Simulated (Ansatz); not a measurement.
# MnO (Fm-3m) in Ansatz: settings compared

Aim: see how the results for MnO move with the level of theory and the settings. Levels: PBE, LDA. Tasks: band structure.

Program: Ansatz 0.2.0. These are calculated values, not measurements. Logs are shortened: lines on timing, memory, paths and dates and some standing lists are left out, and cuts for length are marked.

**1. The crystal as given**

Symmetry: Fm-3m, No. 225, cubic system. The conventional cell has a = 4.448 Å, b = 4.448 Å, c = 4.448 Å, α = 90.00°, β = 90.00°, γ = 90.00°. Around Mn (site symmetry m-3m) lie 6 O at 2.22 Å. O (site symmetry m-3m) is surrounded by 6 Mn at 2.22 Å.

The cell is a database's computed one.

**2. Band structure, PBE, collinear spin, ferromagnetic start**

input.yaml reads:

```yaml
crystal:
  lattice:
    - [0.0, 2.2239077028, 2.2239077028]
    - [2.2239077028, 0.0, 2.2239077028]
    - [2.2239077028, 2.2239077028, 0.0]
  atoms:
    - { symbol: Mn, position: [0.0, 0.0, 0.0], spin: 4.0 }
    - { symbol: O, position: [0.5, 0.5, 0.5] }
hamiltonian:
  xc: pbe
  pseudopotentials: { kind: paw }
magnetization:
  spin_polarized: true
kpoints:
  mp_grid: { grid: [10, 10, 10] }
  band_path:
    path:
      - [[0.0, 0.0, 0.0], [0.5, 0.0, 0.5], [0.5, 0.25, 0.75], [0.375, 0.375, 0.75], [0.0, 0.0, 0.0], [0.5, 0.5, 0.5], [0.625, 0.25, 0.625], [0.5, 0.25, 0.75], [0.5, 0.5, 0.5], [0.375, 0.375, 0.75]]
      - [[0.625, 0.25, 0.625], [0.5, 0.0, 0.5]]
    npoints: 14
scf:
  occupations: { method: fermi_dirac, width: 0.05 }
  n_extra_bands: 6
output:
  forces: true
  stress: true
  eigenvalues: true
  fatbands: false
```

Potentials or basis: Ansatz PAW.

On the command line:

```
ansatz run input.yaml --threads 2 --pin off --max-ram 5632MiB --backend cpu --events-out ev --progress --plain --runs-dir out
```

What it wrote:

```text
Warning: RAYON_NUM_THREADS=2 ignored (pool sized by the plan → 2); use --threads N
scf.n_extra_bands = 6 over 11 filled bands (N_el = 21.0): the run solves 17 bands
Engine: ansatz 0.2.0, aarch64-unknown-linux-gnu
Pseudopotentials: kind: paw
Pseudopotential: Mn, paw, valence charge 15, recommended cutoff 420 eV (normal), Mn.paw.azcp
Pseudopotential: O, paw, valence charge 6, recommended cutoff 420 eV (normal), O.paw.azcp
Functional definition: PBE
  parameter kappa = 0.804
  parameter beta = 0.06672455060314922
  exchange = pbe_x(kappa = kappa, mu = beta*pi^2/3)
  correlation = pbe_c(beta = beta)
Crystal: 2 atoms, lattice volume = 21.998 Å³
Basis set: ecut = 420 eV, 411 PW (Γ), exchange–correlation on 48×48×48 points (8 copies of the dense FFT grid, shifted against one another)
Bands: 17, of which v1, the nominal top of the filled ones, is band 11 counted from 1 (10 counted from 0)
Symmetry: 48 space group operations
Space group: Fm-3m (ITA 225), of the structure as read, at distance tolerance 2.8e-5 Å
Magnetic group: BNS 225.116 (UNI 1618), of the structure as read, at distance tolerance 2.8e-5 Å
k-points: 47 of 1000
Non-local potential: Mn, projectors of the file, l = 0: 3, l = 1: 2, l = 2: 3, l = 3: 1
Non-local potential: O, projectors of the file, l = 0: 2, l = 1: 2, l = 2: 1
PAW form: soft (Blöchl's): semilocal exchange-correlation on the pseudo side does not see the compensation charge
PAW one-centre angular grid: Mn, 590 points (default); XC on 64 Gauss nodes
PAW one-centre angular grid: O, 110 points (default); XC on 64 Gauss nodes
Initial density: superposition of atomic densities (chi_scale 0.1, normalization cell, long waves kept (reshape's long-wave potential 0.00 eV rms))
Starting moments: Σ|m| = 4 μB on 1 of 2 sites
Initial wavefunctions: pseudopotential atomic-orbital guess
Functional: x = pbe(κ = 0.804, μ = 0.2195149727645171), c = pbe(β = 0.06672455060314922)
SCF iter   1: F=—  HF=-4466.599890 eV  |F-HF|=—  |Δ(HF+E_count)|=         —  Δρ=1.42e-1 (↑1.42e-1 ↓6.43e-2)  dr2=5.99e0  dr2_m=8.21e-1  M=4.524 μB ∫|m|=4.524 μB  β_m=0.30  ethr=3.10e-3  ⟨swp⟩=3.6  Hψ=6499  notcnv=0
Mixer restart at iter 1: flushing history
preconditioner: auto → none  [metal: Δε(μ)=0.001 eV  Ē_g=12.557 eV  σ=0.050 eV  W_gap=0.00  n_scr=8 (ndim 8)  ℏωp=28.5 eV  f_vac=0.000  D(μ)=1.56/eV (n_scr^D=14)  sad-step TF]
SCF iter   2: F=—  HF=-4466.242283 eV  |F-HF|=—  |Δ(HF+E_count)|=   3.58e-1  Δρ=8.37e-2 (↑8.37e-2 ↓3.15e-2)  dr2=1.19e0  dr2_m=5.16e-1  M=4.727 μB ∫|m|=4.727 μB  β_m=0.44  ethr=3.10e-3  ⟨swp⟩=2.8  Hψ=3749  notcnv=0  defer=52
SCF iter   3: F=—  HF=-4466.195970 eV  |F-HF|=—  |Δ(HF+E_count)|=   4.63e-2  Δρ=1.99e-2 (↑1.84e-2 ↓1.99e-2)  dr2=2.36e-1  dr2_m=2.03e-2  M=4.693 μB ∫|m|=4.693 μB  β_m=0.46  ethr=3.10e-3  ⟨swp⟩=2.9  Hψ=3342  notcnv=0  defer=83
SCF iter   4: F=—  HF=-4466.132732 eV  |F-HF|=—  |Δ(HF+E_count)|=         —  Δρ=6.13e-3 (↑5.90e-3 ↓6.13e-3)  dr2=1.33e-2  dr2_m=3.52e-3  M=4.743 μB ∫|m|=4.743 μB  β_m=0.46  ethr=1.12e-3  ⟨swp⟩=2.2  Hψ=2617  notcnv=0  defer=84
Mixer restart at iter 4: flushing history
SCF iter   5: F=—  HF=-4466.146346 eV  |F-HF|=—  |Δ(HF+E_count)|=   1.36e-2  Δρ=5.67e-3 (↑5.67e-3 ↓4.16e-3)  dr2=6.86e-3  dr2_m=1.83e-3  M=4.767 μB ∫|m|=4.767 μB  β_m=0.57  ethr=6.31e-5  ⟨swp⟩=2.0  Hψ=2667  notcnv=0  defer=88
SCF iter   6: F=—  HF=-4466.166794 eV  |F-HF|=—  |Δ(HF+E_count)|=   2.04e-2  Δρ=2.98e-3 (↑2.98e-3 ↓2.60e-3)  dr2=6.57e-4  dr2_m=1.38e-3  M=4.781 μB ∫|m|=4.781 μB  β_m=0.70  ethr=3.27e-5  ⟨swp⟩=2.0  Hψ=2796  notcnv=0  defer=88
SCF iter   7: F=—  HF=-4466.173567 eV  |F-HF|=—  |Δ(HF+E_count)|=   6.77e-3  Δρ=1.80e-3 (↑1.08e-3 ↓1.80e-3)  dr2=1.34e-3  dr2_m=8.65e-5  M=4.787 μB ∫|m|=4.787 μB  β_m=0.80  ethr=3.13e-6  ⟨swp⟩=2.0  Hψ=3016  notcnv=0  defer=88
SCF iter   8: F=—  HF=-4466.174739 eV  |F-HF|=—  |Δ(HF+E_count)|=   1.17e-3  Δρ=1.22e-3 (↑1.22e-3 ↓5.20e-4)  dr2=2.62e-4  dr2_m=9.05e-5  M=4.793 μB ∫|m|=4.793 μB  β_m=0.67  ethr=3.13e-6  ⟨swp⟩=2.0  Hψ=2990  notcnv=0  defer=91
SCF iter   9: F=—  HF=-4466.174691 eV  |F-HF|=—  |Δ(HF+E_count)|=   4.79e-5  Δρ=1.61e-4 (↑1.61e-4 ↓6.84e-5)  dr2=2.03e-6  dr2_m=2.43e-6  M=4.792 μB ∫|m|=4.792 μB  β_m=0.83  ethr=1.25e-6  ⟨swp⟩=2.2  Hψ=2340  notcnv=0  defer=91
SCF iter  10: F=—  HF=-4466.174700 eV  |F-HF|=—  |Δ(HF+E_count)|=   8.99e-6  Δρ=4.13e-5 (↑3.09e-5 ↓4.13e-5)  dr2=4.70e-7  dr2_m=1.49e-7  M=4.792 μB ∫|m|=4.792 μB  β_m=0.76  ethr=9.65e-9  ⟨swp⟩=2.1  Hψ=2163  notcnv=0  defer=91
SCF iter  11: F=—  HF=-4466.174700 eV  |F-HF|=—  |Δ(HF+E_count)|=   2.68e-7  Δρ=5.30e-6 (↑5.30e-6 ↓5.30e-6)  dr2=5.95e-9  dr2_m=3.99e-9  M=4.792 μB ∫|m|=4.792 μB  β_m=0.88  ethr=2.24e-9  ⟨swp⟩=2.0  Hψ=2199  notcnv=0  defer=91
SCF iter  12: F=-4466.174700 eV  HF=-4466.174700 eV  |F-HF|=1.36e-11  |Δ(HF+E_count)|=   2.50e-9  Δρ=6.01e-7 (↑6.01e-7 ↓3.98e-7)  dr2=2.36e-11  dr2_m=4.61e-11  M=4.792 μB ∫|m|=4.792 μB  ethr=2.83e-11  ⟨swp⟩=3.9  Hψ=5661  notcnv=0
SCF 1 converged in 12 iterations: F = -4466.174700 eV  dr2 = 2.36e-11
NSCF: frozen V_eff on 142 k-points
SCF converged after 12 iterations
Magnetization: 4.7922 μB (12.8961 up, 8.1039 down)
Absolute magnetization: 4.7922 μB (∫|ρ↑−ρ↓|, with the PAW one-centre terms)
Spin contamination: 0.0104 ħ² per cell (⟨S²⟩ above its minimum at these occupations)
Per-site moments (μB) at R_I (Å): [(4.062732928324994, 0.9173619274050001), (0.23577272648203915, 0.9173619274050001)]
Free energy (F): -4466.174700 eV
Harris-Foulkes:  -4466.174700 eV  (|F-HF|=1.36e-11)
Internal energy: -4466.167522 eV  (E = F + TS)
E sigma→0 (E₀):  -4466.171111 eV
Entropy (-TS):   -0.007178 eV (-3.589 meV/atom)
Fermi energy:    13.384571 eV
--- Per-component energies (eV) ---
  E_band       = -247.822554
  E_kinetic    = 474.011217
  E_local      = -2233.117890  (includes V_loc(G=0)·N_el)
  E_nonlocal   = 302.710656
  E_hartree    = 895.345511
  E_xc         = -184.515271
  E_vxc        = -235.711315  (∫ρ·V_xc dr)
  E_paw        = -1466.032213  (= ΣΔE_a)
  E_vpaw       = -346.408915  (= ΣTr[D̂ρ^β])
  E_aug_tail   = 0.002392  (compensation charges beyond the density's cutoff)
  E_ewald      = -2254.571925
  E_smearing   = -0.007178  (= −TS)
  E_closure    = 0.000000  (closes the sum)
  Σ components = -4466.174700   (vs F -4466.174700, Δ=0.00e0)
--- Forces (eV/Å), atoms counted from 1 ---
  atom   1  Mn    -0.00000000     0.00000000     0.00000000
  atom   2  O      0.00000000    -0.00000000    -0.00000000
  max |Σ_I F_I| component: 1.53e-29 eV/Å
--- Stress (GPa, compression-positive) ---
        0.054138       0.000000      -0.000000
        0.000000       0.054138      -0.000000
        0.000000       0.000000       0.054138
  P = ⅓ Tr σ = 0.0541 GPa (0.541 kbar)
--- Band table (eV; the first three rows and the last of 94) ---
  k-point 0 ↑: bands = ["-68.2189", "-36.9588", "-36.9588", "-36.9588", "-6.8932", "9.6230", "9.6230", "9.6230", "10.1729", "10.1729", "10.1729", "10.7025", "10.7025", "12.8283", "27.3082", "29.5917", "29.5917"]
  k-point 1 ↑: bands = ["-68.2182", "-36.9649", "-36.9596", "-36.9596", "-6.8085", "8.7517", "9.0849", "9.0849", "10.2897", "10.2897", "10.4277", "11.2468", "11.2468", "13.5261", "26.1885", "29.2331", "29.2331"]
  k-point 2 ↑: bands = ["-68.2166", "-36.9809", "-36.9616", "-36.9616", "-6.5786", "7.4231", "8.3576", "8.3576", "10.4993", "10.4993", "10.6845", "12.0992", "12.0992", "14.8378", "24.2030", "28.0256", "28.0256"]
  k-point 46 ↓: bands = ["-63.4286", "-32.3239", "-32.3108", "-32.2971", "-5.4465", "7.4191", "7.9864", "8.2242", "14.1617", "15.1106", "15.5411", "15.8186", "16.2530", "21.9359", "22.6371", "23.5030", "26.1783"]
```

Wall time 2.6 s (2 threads of Arm Neoverse V2, shared host); peak memory 0.3 GiB.

What came out:

| Property | Result |
| --- | --- |
| Free energy | -4466.1747 eV |
| Pressure | 0.1 GPa |
| Band gap on the k mesh | none (metal or under the smearing width) |
| Net moment | 4.79 μB per cell |
| Absolute moment | 4.79 μB per cell |
| Site moments | Mn +4.06; O +0.24 μB |

Levels at the corners of the path, in eV from the Fermi level:
Spin up:
| point | band 9 | band 10 | band 11 | band 12 | band 13 | band 14 | band 15 | band 16 | band 17 |
| --- | --- | --- | --- | --- | --- | --- | --- | --- | --- |
| Γ | -3.21 | -3.21 | -3.21 | -2.68 | -2.68 | -0.56 | 13.92 | 16.21 | 16.21 |
| X | -4.21 | -2.26 | -2.04 | -2.04 | -1.92 | 4.98 | 7.77 | 10.35 | 13.55 |
| W | -2.43 | -2.43 | -2.04 | -1.99 | -0.94 | 6.98 | 8.22 | 8.22 | 10.89 |
| K | -3.05 | -2.19 | -1.97 | -1.65 | -0.97 | 6.36 | 7.88 | 8.08 | 13.11 |
| Γ | -3.21 | -3.21 | -3.21 | -2.68 | -2.68 | -0.56 | 13.92 | 16.21 | 16.21 |
| L | -2.32 | -2.32 | -1.88 | 0.20 | 0.20 | 3.45 | 7.69 | 11.80 | 11.80 |
| U | -3.05 | -2.19 | -1.97 | -1.65 | -0.97 | 6.36 | 7.88 | 8.08 | 13.11 |
| W | -2.43 | -2.43 | -2.04 | -1.99 | -0.94 | 6.98 | 8.22 | 8.22 | 10.89 |
| L | -2.32 | -2.32 | -1.88 | 0.20 | 0.20 | 3.45 | 7.69 | 11.80 | 11.80 |
| K | -3.05 | -2.19 | -1.97 | -1.65 | -0.97 | 6.36 | 7.88 | 8.08 | 13.11 |
| U | -3.05 | -2.19 | -1.97 | -1.65 | -0.97 | 6.36 | 7.88 | 8.08 | 13.11 |
| X | -4.21 | -2.26 | -2.04 | -2.04 | -1.92 | 4.98 | 7.77 | 10.35 | 13.55 |
Spin down:
```tsv
point	band 6	band 7	band 8	band 9	band 10	band 11
Γ	-3.37	-3.37	-3.37	0.76	0.76	0.76
X	-6.43	-4.35	-4.35	-0.82	1.98	2.18
W	-5.71	-5.71	-5.23	1.29	1.29	2.16
K	-6.08	-5.71	-4.65	0.46	2.18	2.23
Γ	-3.37	-3.37	-3.37	0.76	0.76	0.76
L	-7.38	-4.86	-4.86	1.95	1.99	1.99
U	-6.08	-5.71	-4.65	0.46	2.18	2.23
W	-5.71	-5.71	-5.23	1.29	1.29	2.16
L	-7.38	-4.86	-4.86	1.95	1.99	1.99
K	-6.08	-5.71	-4.65	0.46	2.18	2.23
U	-6.08	-5.71	-4.65	0.46	2.18	2.23
X	-6.43	-4.35	-4.35	-0.82	1.98	2.18
```

Caveat: the pressure holds a Pulay correction of +0.6 GPa for the finite cutoff; a cell with one magnetic atom can't hold antiferromagnetic order, which such compounds often take; semilocal functionals often make such compounds metallic where correlation or magnetic order opens a gap, which also shifts bond lengths. With open d or f shells a metallic result of PBE can be an artefact of self-interaction; +U or a hybrid may open a gap.

**3. Band structure, LDA, collinear spin, ferromagnetic start**

Changes to input.yaml since step 2:

```diff
@@ -9,3 +9,3 @@
 hamiltonian:
-  xc: pbe
+  xc: lda
   pseudopotentials: { kind: paw }
@@ -28 +28,5 @@
   fatbands: false
+  write_density: true
+  write_potential: true
+  elf: true
+  volumetric_format: npy
```

Potentials or basis: Ansatz PAW.

On the command line:

```
ansatz run input.yaml --threads 2 --pin off --max-ram 5632MiB --backend cpu --events-out ev --progress --plain --runs-dir out
```

Run time: 2.5 s. Hardware: 2 threads of Arm Neoverse V2, shared host; peak memory 0.3 GiB.

Results (log left out):

* Free energy: -4395.8727 eV
* Pressure: -16.5 GPa
* Band gap on the k mesh: none (metal or under the smearing width)
* Net moment: 4.60 μB per cell
* Absolute moment: 4.60 μB per cell
* Site moments: Mn +3.91; O +0.22 μB

Levels at the corners of the path, in eV from the Fermi level:
Spin up:
```
point  band 11  band 12  band 13  band 14  band 15  band 16
    Γ    -3.04    -2.54    -2.54    -0.46    13.94    16.14
    X    -1.84    -1.84    -1.74     4.95     7.72    10.38
    W    -1.84    -1.82    -0.82     6.92     8.19     8.19
    K    -1.79    -1.49    -0.85     6.31     7.84     8.07
    Γ    -3.04    -2.54    -2.54    -0.46    13.94    16.14
    L    -1.72     0.30     0.30     3.45     7.65    11.70
    U    -1.79    -1.49    -0.85     6.31     7.84     8.07
    W    -1.84    -1.82    -0.82     6.92     8.19     8.19
    L    -1.72     0.30     0.30     3.45     7.65    11.70
    K    -1.79    -1.49    -0.85     6.31     7.84     8.07
    U    -1.79    -1.49    -0.85     6.31     7.84     8.07
    X    -1.84    -1.84    -1.74     4.95     7.72    10.38
```
Spin down:
```tsv
point	band 6	band 7	band 8	band 9	band 10	band 11
Γ	-3.39	-3.39	-3.39	0.46	0.46	0.46
X	-6.46	-4.37	-4.37	-1.10	1.72	1.95
W	-5.75	-5.75	-5.30	1.01	1.01	1.92
K	-6.11	-5.78	-4.70	0.18	1.90	1.93
Γ	-3.39	-3.39	-3.39	0.46	0.46	0.46
L	-7.47	-4.92	-4.92	1.67	1.70	1.70
U	-6.11	-5.78	-4.70	0.18	1.90	1.93
W	-5.75	-5.75	-5.30	1.01	1.01	1.92
L	-7.47	-4.92	-4.92	1.67	1.70	1.70
K	-6.11	-5.78	-4.70	0.18	1.90	1.93
U	-6.11	-5.78	-4.70	0.18	1.90	1.93
X	-6.46	-4.37	-4.37	-1.10	1.72	1.95
```

Caveat: so large a pressure means that the cell lies far from this level's equilibrium, or that cutoff or potentials fall short; the pressure holds a Pulay correction of +0.8 GPa for the finite cutoff; a cell with one magnetic atom can't hold antiferromagnetic order, which such compounds often take; semilocal functionals often make such compounds metallic where correlation or magnetic order opens a gap, which also shifts bond lengths; the PAW data sets come from PBE, with cores solved anew for the run's functional, which leaves a small shift of forces and pressure.
